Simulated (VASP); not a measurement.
# CdSe in VASP: one cell, several levels of theory

CdSe (zincblende), under -2.0 % equal strain in all directions is computed at one geometry. Runs: PBE, r2SCAN.

Program: VASP 6.6.1. PAW datasets, plane waves. Calculated at 0 K for a non-magnetic cell.

### 1 The structure to begin with

The cell comes from an earlier relaxation with r2SCAN in another program.

The symmetry is F-43m (No. 216, cubic); conventional cell a = 6.013 Å, 27.17 Å³ an atom. Cd has 4 Se at 2.60 Å; Se has 4 Cd at 2.60 Å.

As a file:

```
CELL_PARAMETERS angstrom
0.00000 3.00643 3.00643
3.00643 0.00000 3.00643
3.00643 3.00643 0.00000
ATOMIC_POSITIONS crystal
Cd 0.00000 0.00000 0.00000
Se 0.25000 0.25000 0.25000
```

### 2 Single point with PBE

INCAR reads:

```
ENCUT = 520.000000
SIGMA = 0.020000
EDIFF = 1.00e-07
GGA = PE
PREC = Accurate
IBRION = -1
ISIF = 2
ISMEAR = -1
NBANDS = 16
NELM = 120
NSW = 0
LASPH = .TRUE.
LCHARG = .FALSE.
LWAVE = .FALSE.
LREAL = .FALSE.
```

KPOINTS reads:

```
KPOINTS created by Atomic Simulation Environment
0
Gamma
8 8 8
0 0 0
```

KPOINTS_OPT reads:

```
special points
6
Reciprocal
0.0000000000 0.0000000000 0.0000000000 1
-0.5000000000 -0.5000000000 0.0000000000 1
-0.3750000000 -0.3750000000 0.2500000000 1
-0.3750000000 0.0000000000 0.3750000000 1
0.0000000000 0.0000000000 0.5000000000 1
-0.5000000000 -0.2500000000 0.2500000000 1
```

POSCAR reads:

```
Cd Se
 1.0000000000000000
     0.0000000000000000    3.0064253460999999    3.0064253460999999
     3.0064253460999999    0.0000000000000000    3.0064253460999999
     3.0064253460999999    3.0064253460999999    0.0000000000000000
 Cd  Se
   1   1
Cartesian
  0.0000000000000000  0.0000000000000000  0.0000000000000000
  1.5032126730499997  1.5032126730499997  1.5032126730499997
```

Potentials: the recommended PBE PAW datasets, 18 valence electrons in the neutral cell.

Command:

```console
$ mpirun -np 1 vasp_std
```

Standard output, without the iteration lines:

```text
POSCAR found type information on POSCAR CdSe
 POSCAR found :  2 types and       2 ions
 LDA part: xc-table for (Slater+PW92), standard interpolation
 POSCAR, INCAR and KPOINTS ok, starting setup
 FFT: planning ... GRIDC
 FFT: planning ... GRID_SOFT
 FFT: planning ... GRID
 WAVECAR not read
 entering main loop
 Start KPOINTS_OPT (optional k-point list driver)
k-point batch [1-6\6]
```

OSZICAR:

```text
N       E                     dE             d eps       ncg     rms          rms(c)
DAV:   1     0.107136403682E+03    0.10714E+03   -0.88487E+03   944   0.102E+03
DAV:   2    -0.183198388352E+01   -0.10897E+03   -0.10343E+03  1128   0.250E+02
DAV:   3    -0.577097079117E+01   -0.39390E+01   -0.39328E+01  1080   0.490E+01
DAV:   4    -0.578738606024E+01   -0.16415E-01   -0.16415E-01  1184   0.316E+00
DAV:   5    -0.578748652078E+01   -0.10046E-03   -0.10046E-03  1136   0.214E-01    0.673E+00
DAV:   6    -0.543821022776E+01    0.34928E+00   -0.52515E-01  1336   0.904E+00    0.524E+00
DAV:   7    -0.541528082895E+01    0.22929E-01   -0.15483E-01  1120   0.263E+00    0.219E+00
DAV:   8    -0.541616271176E+01   -0.88188E-03   -0.15083E-02  1088   0.152E+00    0.261E-01
DAV:   9    -0.541629935154E+01   -0.13664E-03   -0.15321E-03  1136   0.529E-01    0.477E-02
DAV:  10    -0.541636475219E+01   -0.65401E-04   -0.16762E-04  1200   0.166E-01    0.414E-02
DAV:  11    -0.541640969534E+01   -0.44943E-04   -0.73986E-05  1144   0.549E-02    0.141E-02
DAV:  12    -0.541640966088E+01    0.34460E-07   -0.24361E-06  1120   0.211E-02    0.483E-03
DAV:  13    -0.541641005845E+01   -0.39756E-06   -0.13809E-06  1160   0.833E-03    0.210E-03
DAV:  14    -0.541641007452E+01   -0.16078E-07   -0.27960E-08   848   0.118E-03
   1 F= -.54164101E+01 E0= -.54164101E+01  d E =-.198200E-09
       N       E                     dE             ncg
DAV:   1     0.375177939793E+03   -0.29817E+04      208
DAV:   2    -0.219148027105E+03   -0.59433E+03      256
DAV:   3    -0.238780347815E+03   -0.19632E+02      216
DAV:   4    -0.238853754801E+03   -0.73407E-01      272
DAV:   5    -0.238854232430E+03   -0.47763E-03      216
DAV:   6    -0.238854237973E+03   -0.55431E-05      280
DAV:   7    -0.238854238061E+03   -0.87481E-07      216
```

The lines after F= are the extra pass for the points of KPOINTS_OPT, at fixed density; their E is not a total energy.

From OUTCAR:

```text
k-points           NKPTS =     29   k-points in BZ     NKDIM =     29   number of bands    NBANDS=     16

   NELECT =      18.0000    total number of electrons

   dimension x,y,z NGX =    32 NGY =   32 NGZ =   32
   dimension x,y,z NGXF=    64 NGYF=   64 NGZF=   64

  energy-cutoff  :      520.00
  volume of cell :       54.35
      direct lattice vectors                 reciprocal lattice vectors
     0.000000000  3.006425346  3.006425346    -0.166310466  0.166310466  0.166310466
     3.006425346  0.000000000  3.006425346     0.166310466 -0.166310466  0.166310466
     3.006425346  3.006425346  0.000000000     0.166310466  0.166310466 -0.166310466

 k-points in reciprocal lattice and weights: KPOINTS created by Atomic Simulation Env
   0.00000000  0.00000000  0.00000000       0.002
   0.12500000  0.00000000  0.00000000       0.016
   0.25000000  0.00000000  0.00000000       0.016
   0.37500000  0.00000000  0.00000000       0.016
   0.50000000  0.00000000  0.00000000       0.008
   0.12500000  0.12500000  0.00000000       0.012
   0.25000000  0.12500000  0.00000000       0.047
   0.37500000  0.12500000  0.00000000       0.047
[... 21 more k-points ...]

 E-fermi :   1.5774

 k-point     1 :       0.0000    0.0000    0.0000
  band No.  band energies     occupation
      1     -11.5712      2.00000
      2      -6.8350      2.00000
      3      -6.8350      2.00000
      4      -6.8350      2.00000
      5      -6.4215      2.00000
      6      -6.4215      2.00000
      7       1.2239      2.00000
      8       1.2239      2.00000
      9       1.2239      2.00000
     10       1.9048      0.00000
     11       7.1569      0.00000
     12       7.1569      0.00000
     13       7.1569      0.00000
     14      11.1506      0.00000
     15      12.4022      0.00000
     16      12.4022      0.00000

 k-point     2 :       0.1250    0.0000    0.0000
  band No.  band energies     occupation
      1     -11.5131      2.00000
      2      -6.8161      2.00000
      3      -6.8161      2.00000
      4      -6.7854      2.00000
      5      -6.4227      2.00000
      6      -6.4227      2.00000
      7      -0.0106      2.00000
      8       1.0893      2.00000
      9       1.0893      2.00000
     10       2.9042      0.00000
     11       6.9629      0.00000
     12       7.3699      0.00000
     13       7.3699      0.00000
     14      11.6008      0.00000
     15      11.6008      0.00000
     16      11.8539      0.00000

 k-point     3 :       0.2500    0.0000    0.0000
  band No.  band energies     occupation
      1     -11.3709      2.00000
      2      -6.7748      2.00000
      3      -6.7748      2.00000
      4      -6.6125      2.00000
      5      -6.4194      2.00000
      6      -6.4194      2.00000
      7      -1.5342      2.00000
      8       0.7934      2.00000
      9       0.7934      2.00000
     10       3.5890      0.00000
     11       7.2488      0.00000
     12       7.6962      0.00000
     13       7.6962      0.00000
     14      11.3542      0.00000
     15      11.3542      0.00000
     16      11.4156      0.00000

 k-point     4 :       0.3750    0.0000    0.0000
  band No.  band energies     occupation
      1     -11.2270      2.00000
      2      -6.7421      2.00000
      3      -6.7421      2.00000
      4      -6.4052      2.00000
      5      -6.4052      2.00000
      6      -6.3079      2.00000
      7      -2.8115      2.00000
      8       0.5274      2.00000
      9       0.5274      2.00000
     10       3.6856      0.00000
     11       7.7249      0.00000
     12       7.7249      0.00000
     13       8.2296      0.00000
     14      11.1241      0.00000
     15      12.2738      0.00000
     16      12.2738      0.00000

 k-point     5 :       0.5000    0.0000    0.0000
  band No.  band energies     occupation
      1     -11.1671      2.00000
      2      -6.7317      2.00000
      3      -6.7317      2.00000
      4      -6.3954      2.00000
      5      -6.3954      2.00000
      6      -6.0994      2.00000
      7      -3.3739      2.00000
      8       0.4238      2.00000
      9       0.4238      2.00000
     10       3.6608      0.00000
     11       7.6727      0.00000
     12       7.6727      0.00000
     13       8.7428      0.00000
     14      11.3780      0.00000
     15      13.4893      0.00000
     16      13.4893      0.00000

[... the tables of k-points 6 to 29 left out ...]

  Total        1.8137251      1.8137251      1.8137251     -0.0000000     -0.0000000     -0.0000000
  in kB       53.4688418     53.4688418     53.4688418     -0.0000000     -0.0000000     -0.0000000
  external PRESSURE =      53.4688418 kB  Pullay stress =       0.0000000 kB

 POSITION                                       TOTAL-FORCE (eV/Angst)
 -----------------------------------------------------------------------------------
      0.00000      0.00000      0.00000        -0.000000     -0.000000     -0.000000
      1.50321      1.50321      1.50321         0.000000      0.000000      0.000000
 -----------------------------------------------------------------------------------
    total drift:                               -0.000000     -0.000000     -0.000000

  FREE ENERGIE OF THE ION-ELECTRON SYSTEM (eV)
  ---------------------------------------------------
  free  energy   TOTEN  =        -5.4164100745 eV

  energy  without entropy=       -5.4164100743  energy(sigma->0) =       -5.41641007
```

Wall time 15 s (1 MPI rank of Intel Xeon Platinum 8488C, shared host); peak memory 0.18 GiB.

The levels at the points of KPOINTS_OPT are read from vasprun.xml.

Band energies at the special points (eV, zero at the top of v, the last band that the electrons fill by count):

```tsv
point	v−1	v	c	c+1
Γ	0.00	0.00	0.68	5.93
X	-1.97	-1.97	3.07	3.79
U	-2.68	-1.62	3.70	5.24
K	-2.68	-1.62	3.70	5.24
L	-0.80	-0.80	2.44	6.45
W	-2.37	-2.36	5.19	5.21
```

Gap with PBE: 0.68 eV, direct (Γ). Pressure: 5.35 GPa; the forces vanish within 0.01 eV/Å.

### 3 r2SCAN

INCAR reads:

```
ENCUT = 520.000000
SIGMA = 0.010000
EDIFF = 1.00e-07
ALGO = Normal
METAGGA = R2SCAN
PREC = Accurate
IBRION = -1
ISIF = 2
ISMEAR = 0
NBANDS = 16
NELM = 120
NSW = 0
LASPH = .TRUE.
LCHARG = .FALSE.
LWAVE = .FALSE.
LREAL = .FALSE.
```

KPOINTS is that of step 2.

KPOINTS_OPT is that of step 2.

POSCAR is that of step 2.

Command:

```console
$ mpirun -np 1 vasp_std
```

Printed to the terminal (iteration lines stand in OSZICAR):

```text
POSCAR found type information on POSCAR CdSe
 POSCAR found :  2 types and       2 ions
 -----------------------------------------------------------------------------
|                                                                             |
|                                                                             |
|     You enforced a specific xc type in the INCAR file but a different       |
|     I HOPE YOU KNOW WHAT YOU ARE DOING!                                     |
|                                                                             |
 -----------------------------------------------------------------------------

 LDA part: xc-table for (None), standard interpolation
 POSCAR, INCAR and KPOINTS ok, starting setup
 FFT: planning ... GRIDC
 FFT: planning ... GRID_SOFT
 FFT: planning ... GRID
 WAVECAR not read
 entering main loop
 Start KPOINTS_OPT (optional k-point list driver)
k-point batch [1-6\6]
```

OSZICAR:

```text
N       E                     dE             d eps       ncg     rms          rms(c)
DAV:   1     0.751453574141E+02    0.75145E+02   -0.89786E+03   944   0.104E+03
DAV:   2    -0.366377310257E+02   -0.11178E+03   -0.10590E+03  1128   0.254E+02
DAV:   3    -0.407162762970E+02   -0.40785E+01   -0.40722E+01  1088   0.506E+01
DAV:   4    -0.407324627754E+02   -0.16186E-01   -0.16186E-01  1176   0.321E+00
DAV:   5    -0.407325682291E+02   -0.10545E-03   -0.10545E-03  1152   0.226E-01    0.647E+00
DAV:   6    -0.358970047903E+02    0.48356E+01   -0.29814E+00   960   0.242E+01    0.787E+00
DAV:   7    -0.358632585234E+02    0.33746E-01   -0.22549E-01  1096   0.483E+00    0.461E+00
DAV:   8    -0.358715521323E+02   -0.82936E-02   -0.71840E-02  1128   0.277E+00    0.839E-01
DAV:   9    -0.358750866231E+02   -0.35345E-02   -0.58520E-03  1176   0.618E-01    0.200E-01
DAV:  10    -0.358750696773E+02    0.16946E-04   -0.19514E-03  1200   0.428E-01    0.106E-01
DAV:  11    -0.358750244454E+02    0.45232E-04   -0.11077E-04  1032   0.149E-01    0.511E-02
DAV:  12    -0.358750216360E+02    0.28094E-05   -0.12493E-04  1168   0.137E-01    0.210E-02
DAV:  13    -0.358750189753E+02    0.26607E-05   -0.66003E-06  1008   0.390E-02    0.424E-03
DAV:  14    -0.358750184886E+02    0.48671E-06   -0.98172E-07  1136   0.120E-02    0.184E-03
DAV:  15    -0.358750185556E+02   -0.66974E-07   -0.10927E-07   584   0.478E-03
   1 F= -.35875019E+02 E0= -.35875019E+02  d E =-.135082E-23
       N       E                     dE             ncg
DAV:   1     0.344314319493E+03   -0.30126E+04      208
DAV:   2    -0.268811978333E+03   -0.61313E+03      256
DAV:   3    -0.289159526223E+03   -0.20348E+02      224
DAV:   4    -0.289232148875E+03   -0.72623E-01      272
DAV:   5    -0.289232667148E+03   -0.51827E-03      224
DAV:   6    -0.289232673412E+03   -0.62647E-05      288
DAV:   7    -0.289232673509E+03   -0.96357E-07      224
```

From OUTCAR:

```text
k-points           NKPTS =     29   k-points in BZ     NKDIM =     29   number of bands    NBANDS=     16

   NELECT =      18.0000    total number of electrons

   dimension x,y,z NGX =    32 NGY =   32 NGZ =   32
   dimension x,y,z NGXF=    64 NGYF=   64 NGZF=   64

  energy-cutoff  :      520.00
  volume of cell :       54.35
      direct lattice vectors                 reciprocal lattice vectors
     0.000000000  3.006425346  3.006425346    -0.166310466  0.166310466  0.166310466
     3.006425346  0.000000000  3.006425346     0.166310466 -0.166310466  0.166310466
     3.006425346  3.006425346  0.000000000     0.166310466  0.166310466 -0.166310466

 k-points in reciprocal lattice and weights: KPOINTS created by Atomic Simulation Env
   0.00000000  0.00000000  0.00000000       0.002
   0.12500000  0.00000000  0.00000000       0.016
   0.25000000  0.00000000  0.00000000       0.016
   0.37500000  0.00000000  0.00000000       0.016
   0.50000000  0.00000000  0.00000000       0.008
   0.12500000  0.12500000  0.00000000       0.012
   0.25000000  0.12500000  0.00000000       0.047
   0.37500000  0.12500000  0.00000000       0.047
[... 21 more k-points ...]

 E-fermi :   0.9936

 k-point     1 :       0.0000    0.0000    0.0000
  band No.  band energies     occupation
      1     -12.3031      2.00000
      2      -7.3630      2.00000
      3      -7.3630      2.00000
      4      -7.3630      2.00000
      5      -6.9184      2.00000
      6      -6.9184      2.00000
      7       0.9267      2.00000
      8       0.9267      2.00000
      9       0.9267      2.00000
     10       2.0905      0.00000
     11       7.3984      0.00000
     12       7.3984      0.00000
     13       7.3984      0.00000
     14      11.4168      0.00000
     15      12.6585      0.00000
     16      12.6585      0.00000

 k-point     2 :       0.1250    0.0000    0.0000
  band No.  band energies     occupation
      1     -12.2437      2.00000
      2      -7.3431      2.00000
      3      -7.3431      2.00000
      4      -7.3092      2.00000
      5      -6.9193      2.00000
      6      -6.9193      2.00000
      7      -0.2298      2.00000
      8       0.7916      2.00000
      9       0.7916      2.00000
     10       3.0183      0.00000
     11       7.1663      0.00000
     12       7.6161      0.00000
     13       7.6161      0.00000
     14      11.8222      0.00000
     15      11.8222      0.00000
     16      12.1321      0.00000

 k-point     3 :       0.2500    0.0000    0.0000
  band No.  band energies     occupation
      1     -12.0987      2.00000
      2      -7.2992      2.00000
      3      -7.2992      2.00000
      4      -7.1243      2.00000
      5      -6.9159      2.00000
      6      -6.9159      2.00000
      7      -1.8055      2.00000
      8       0.4925      2.00000
      9       0.4925      2.00000
     10       3.7542      0.00000
     11       7.4079      0.00000
     12       7.9332      0.00000
     13       7.9332      0.00000
     14      11.5804      0.00000
     15      11.5804      0.00000
     16      11.5943      0.00000

 k-point     4 :       0.3750    0.0000    0.0000
  band No.  band energies     occupation
      1     -11.9519      2.00000
      2      -7.2637      2.00000
      3      -7.2637      2.00000
      4      -6.9016      2.00000
      5      -6.9016      2.00000
      6      -6.8035      2.00000
      7      -3.1335      2.00000
      8       0.2219      2.00000
      9       0.2219      2.00000
     10       3.8643      0.00000
     11       7.9259      0.00000
     12       7.9259      0.00000
     13       8.3674      0.00000
     14      11.3304      0.00000
     15      12.5756      0.00000
     16      12.5756      0.00000

 k-point     5 :       0.5000    0.0000    0.0000
  band No.  band energies     occupation
      1     -11.8908      2.00000
      2      -7.2521      2.00000
      3      -7.2521      2.00000
      4      -6.8918      2.00000
      5      -6.8918      2.00000
      6      -6.5861      2.00000
      7      -3.7172      2.00000
      8       0.1160      2.00000
      9       0.1160      2.00000
     10       3.8385      0.00000
     11       7.8573      0.00000
     12       7.8573      0.00000
     13       8.8488      0.00000
     14      11.6490      0.00000
     15      13.8644      0.00000
     16      13.8644      0.00000

[... the tables of k-points 6 to 29 left out ...]

  Total        1.3038556      1.3038556      1.3038556      0.0000000     -0.0000000     -0.0000000
  in kB       38.4378254     38.4378254     38.4378254      0.0000000     -0.0000000     -0.0000000
  external PRESSURE =      38.4378254 kB  Pullay stress =       0.0000000 kB

 POSITION                                       TOTAL-FORCE (eV/Angst)
 -----------------------------------------------------------------------------------
      0.00000      0.00000      0.00000        -0.000000     -0.000000      0.000000
      1.50321      1.50321      1.50321         0.000000      0.000000     -0.000000
 -----------------------------------------------------------------------------------
    total drift:                               -0.000000     -0.000000     -0.000000

  FREE ENERGIE OF THE ION-ELECTRON SYSTEM (eV)
  ---------------------------------------------------
  free  energy   TOTEN  =       -35.8750185556 eV

  energy  without entropy=      -35.8750185556  energy(sigma->0) =      -35.87501856
```

Run time: 59 s. Hardware: 1 MPI rank of Intel Xeon Platinum 8488C, shared host; peak memory 0.19 GiB.

The levels at the points of KPOINTS_OPT are read from vasprun.xml.

Near the gap, in eV above the top of the last filled band v; c is the band after it:

```tsv
point	v−1	v	c	c+1
Γ	0.00	0.00	1.16	6.47
X	-2.01	-2.01	3.39	4.19
U	-2.73	-1.64	4.08	5.66
K	-2.73	-1.64	4.08	5.66
L	-0.81	-0.81	2.91	6.93
W	-2.41	-2.40	5.51	5.69
```

Gap with r2SCAN: 1.16 eV, direct (Γ). The pressure is 3.84 GPa; the forces vanish within 0.01 eV/Å.

### 4 What came out

| level | gap (eV) | pressure (GPa) |
| --- | --- | --- |
| PBE | 0.68 | 5.35 |
| r2SCAN | 1.16 | 3.84 |

In words: The gap spans 0.68 eV (PBE) to 1.16 eV (r2SCAN). At this one volume the pressure spans 3.8 GPa (r2SCAN) to 5.3 GPa (PBE): PBE wants the largest cell and r2SCAN the smallest.
